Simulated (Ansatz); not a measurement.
TaSi2:

```
Ta Si
1.0
     4.78000    0.00000    0.00000
    -2.39000    4.13960    0.00000
     0.00000    0.00000    6.56400
Ta Si
3 6
Direct
  0.00000 0.50000 0.16667
  0.50000 0.50000 0.83333
  0.50000 0.00000 0.50000
  0.33330 0.16665 0.16667
  0.16665 0.83335 0.83333
  0.83335 0.66670 0.50000
  0.66670 0.83335 0.16667
  0.83335 0.16665 0.83333
  0.16665 0.33330 0.50000
```

| Property | Result |
| --- | --- |
| Program | Ansatz 0.2.0 |
| Task | relaxation of cell and atoms |
| Functional | PBEsol |
| Dispersion | D3(BJ) |
| Potentials or basis | Ansatz PAW |
| Cutoff | 420 eV (not typed: the program's choice for these potentials) |
| k mesh | 7 × 7 × 4 |
| Occupations | fermi-dirac, width 0.05 eV |
| Spin | no spin polarisation |

At the start: volume 14.43 Å³/atom.

Task: Where does the relaxation end?

Result: It ends after 6 steps and the volume is 13.86 Å³/atom (-4.0 %); space group P6_222 (No. 180, to 0.05 Å).

The path:
```
step  energy change (eV)  largest force (eV/Å)  volume (Å³)
   1              0.0000                0.7426       129.88
   2             -0.1874                0.2368       121.51
   3             -0.2686                0.0261       125.16
   4             -0.2712                0.0070       124.72
   5             -0.2712                0.0002       124.70
   6             -0.2699                0.0001       124.70
```

Final structure:
```
CELL_PARAMETERS angstrom
4.70262 0.00000 0.00000
-2.35131 4.07259 0.00000
0.00000 0.00000 6.51094
ATOMIC_POSITIONS crystal
Ta 0.00000 0.50000 0.16667
Ta 0.50000 0.50000 0.83333
Ta 0.50000 0.00000 0.50000
Si 0.31933 0.15967 0.16667
Si 0.15967 0.84033 0.83333
Si 0.84033 0.68067 0.50000
Si 0.68067 0.84033 0.16667
Si 0.84033 0.15967 0.83333
Si 0.15967 0.31933 0.50000
```

Caveat: the plane-wave basis is chosen anew once the cell has moved, so the energies of steps on either side of that aren't comparable; pairwise dispersion overbinds metals, which lowers pressure and volume; the PAW data sets come from PBE, with cores solved anew for the run's functional, which leaves a small shift of forces and pressure.
